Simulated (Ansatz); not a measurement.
TiTe:

```xyz
2
Lattice="3.6311 0.0000 0.0000 0.0000 3.6311 0.0000 0.0000 0.0000 3.6311" Properties=species:S:1:pos:R:3 pbc="T T T"
Ti    0.0000    0.0000    0.0000
Te    1.8155    1.8155    1.8155
```

The cell comes from a database or a generator and needn't be the stable form of this composition.

```yaml
Program: Ansatz 0.2.0
Task: relaxation of cell and atoms
Functional: HSEsol
Potentials_or_basis: Ansatz PAW
Cutoff: "420 eV (not typed: the program's choice for these potentials)"
k_mesh: 4 × 4 × 4
Occupations: fermi-dirac, width 0.05 eV
Spin: no spin polarisation
```

At the start: volume 23.94 Å³/atom.

Question: Where does the relaxation end?

Answer: It ends after 6 steps and the volume is 19.01 Å³/atom (-20.6 %); space group Pm-3m (No. 221, to 0.05 Å).

The path:
| step | energy change (eV) | largest force (eV/Å) | volume (Å³) |
| --- | --- | --- | --- |
| 1 | 0.0000 | 0.0000 | 47.88 |
| 2 | -0.5156 | 0.0000 | 41.21 |
| 3 | -0.5682 | 0.0000 | 36.26 |
| 4 | -0.5988 | 0.0000 | 38.28 |
| 5 | -0.5995 | 0.0000 | 38.02 |
| 6 | -0.5973 | 0.0000 | 38.02 |

Final structure:
```
Ti Te
1.0
     3.36256    0.00000    0.00000
     0.00000    3.36256    0.00000
     0.00000    0.00000    3.36256
Ti Te
1 1
Direct
  0.00000 0.00000 0.00000
  0.50000 0.50000 0.50000
```

Caveat: the k mesh is coarse (spacing up to 0.43 Å⁻¹), so the values aren't converged, least of all with exact exchange; the volume moved by over 15 % at a fixed basis, so the end points are rough; the plane-wave basis is chosen anew once the cell has moved, so the energies of steps on either side of that aren't comparable; the PAW data sets come from PBE, with cores solved anew for the run's functional, which leaves a small shift of forces and pressure.
